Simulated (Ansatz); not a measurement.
**SiC: an energy map of one atom**

This session takes SiC and sets out to map the energy of atom 1 (Si) over a plane.

The COD entry's cell or inner coordinates are ideal or old and differ from later refinements, so a difference from it is no clean test against experiment.

Method: DFT r2SCAN, scalar-relativistic, plane waves, PAW, in Ansatz 0.2.0.

## (1) The structure to begin with

It takes space group F-43m (No. 216, cubic). The conventional cell has a = 4.348 Å, b = 4.348 Å, c = 4.348 Å, α = 90.00°, β = 90.00°, γ = 90.00°. Si (site symmetry -43m) is surrounded by 4 C at 1.88 Å. Around C (site symmetry -43m) lie 4 Si at 1.88 Å.

Structure file:

```
Si C
1.0
     0.00000    2.17400    2.17400
     2.17400    0.00000    2.17400
     2.17400    2.17400    0.00000
Si C
1 1
Direct
  0.00000 0.00000 0.00000
  0.75000 0.75000 0.75000
```

No relaxation comes first: the listed cell is the starting point.

## (2) Zero of energy

Reference values: F = -891.3335 eV; pressure 1.32 GPa; largest force 0.000 eV/Å; gap on the mesh 1.71 eV. It was computed beforehand with the settings of the runs below.

## (3) The scan: an energy map of one atom

Atom 1 (Si) is moved by p along (0.707, 0.707, 0.000) and q along (0.000, 0.000, 1.000) (Å), all else fixed; its images in the other cells move with it. Points alike by symmetry are run once.

## (4) At p = -0.600, q = -0.600

Contents of input.yaml:

```yaml
crystal:
  lattice:
    - [0.0, 2.174, 2.174]
    - [2.174, 0.0, 2.174]
    - [2.174, 2.174, 0.0]
  atoms:
    - { symbol: Si, position: [-0.1379944802, -0.1379944802, -0.0571591852] }
    - { symbol: C, position: [0.75, 0.75, 0.75] }
basis:
  ecutwfc: 500
kpoints:
  mp_grid: { grid: [12, 12, 12] }
hamiltonian:
  xc: r2scan
scf:
  occupations: { method: gaussian, width: 0.05 }
output:
  forces: true
  stress: true
  eigenvalues: true
  write_density: true
  write_potential: true
  elf: true
  volumetric_format: npy
```

Run with:

```sh
$ ansatz run input.yaml --threads 1 --pin off --max-ram 2560MiB --backend cpu --events-out ev --progress --plain --runs-dir out
```

Further runs follow: At p = -0.600, q = 0.000; At p = -0.600, q = 0.600; At p = 0.000, q = -0.600; point p = -0.600, q = -0.300; point p = -0.600, q = 0.300; At p = -0.300, q = -0.600; p = -0.300, q = 0.000; At p = -0.300, q = 0.600; At p = 0.000, q = -0.300; At p = -0.300, q = -0.300; point p = -0.300, q = 0.300.

**Question.** What will these runs give? Wanted: highest point; lowest point away from the origin.

As calculated:

| quantity | value |
| --- | --- |
| highest point | 25.033 eV/cell at (p, q) = (-0.600, -0.600) |
| lowest point away from the origin | 0.849 eV/cell at (0.000, -0.300) |

In words: No computed point lies below the origin. Read as harmonic, the points at ±0.300 Å give force constants of 20.65 eV/Å² along p and 18.86 eV/Å² along q, so the site is nearly isotropic in this plane. The gap on the mesh runs from 0.00 to 1.71 eV over the map. Where forces pass 15 eV/Å atoms stand far too close, the PAW spheres overlap strongly and those numbers are rough.
